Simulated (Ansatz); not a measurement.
ZnS (F-43m), comparing deformations

Level of theory: DFT r2SCAN, scalar-relativistic, plane waves, PAW in Ansatz. The runs took a 500 eV cutoff, a Γ-centred 8×8×8 mesh and Gaussian smearing (0.05 eV). No spin polarisation. Energies are free energies at this smearing, counted from the undisturbed cell; pressure is positive in compression.

The undisturbed cell (relaxed at this level):

```
Zn S
1.0
     0.00000    2.69451    2.69451
     2.69451    0.00000    2.69451
     2.69451    2.69451    0.00000
Zn S
1 1
Direct
  0.00000 0.00000 0.00000
  0.75000 0.75000 0.75000
```

The cell is strained by ε times a Voigt pattern (xx, yy, zz, yz, xz, xy; engineering shear) with fractional coordinates fixed. τ = (1/V0) dE/dε comes from the stress tensor. Of each scan, only the three points used here are listed.

| pattern | ε | τ (GPa) |
| --- | --- | --- |
| (0, 0, 0, 0, 1, 0) | -0.0050 | -0.36 |
| (0, 0, 0, 0, 1, 0) | 0.0000 | 0.00 |
| (0, 0, 0, 0, 1, 0) | 0.0050 | 0.36 |
| (1, 1, 0, 0, 0, 0) | -0.0150 | -5.43 |
| (1, 1, 0, 0, 0, 0) | 0.0000 | -0.01 |
| (1, 1, 0, 0, 0, 0) | 0.0150 | 4.89 |
| (0, 0, 1, 0, 0, 0) | -0.0150 | -1.64 |
| (0, 0, 1, 0, 0, 0) | 0.0000 | 0.00 |
| (0, 0, 1, 0, 0, 0) | 0.0150 | 1.58 |

Problem. Which constants do the scans give, and which deformation costs least for the same size of strain tensor?

Solution. The slope dτ/dε at zero (parabola through three points) is pᵀCp: (0, 0, 0, 0, 1, 0) gives C44 = 73 GPa; (1, 1, 0, 0, 0, 0) gives 2(C11 + C12) = 344 GPa; (0, 0, 1, 0, 0, 0) gives C11 = 108 GPa. The size of the strain tensor, ε:ε, is ε² times 0.5, 2.0, 1.0. Per unit of it the stiffnesses are 145, 172, 108 GPa, so (0, 0, 1, 0, 0, 0) is the softest of these: at ε:ε = (1 %)² the quadratic term costs 0.66 meV/atom against 1.05 for the stiffest. These are clamped-ion values.

Problem. What else follows for this cubic crystal?

Solution. From the unrounded slopes C11 = 107.5 and C12 = 64.5 GPa, so B = (C11 + 2 C12)/3 = 79 GPa and the Poisson ratio for a pull along a cube edge is C12/(C11 + C12) = 0.37.

Problem. How anisotropic is this cubic crystal?

Solution. Zener's ratio 2 C44/(C11 − C12) = 3.37 with clamped ions; it is 1 for an isotropic solid.

Forces appear on the atoms along this scan, and letting them relax would lower the energy and soften the response.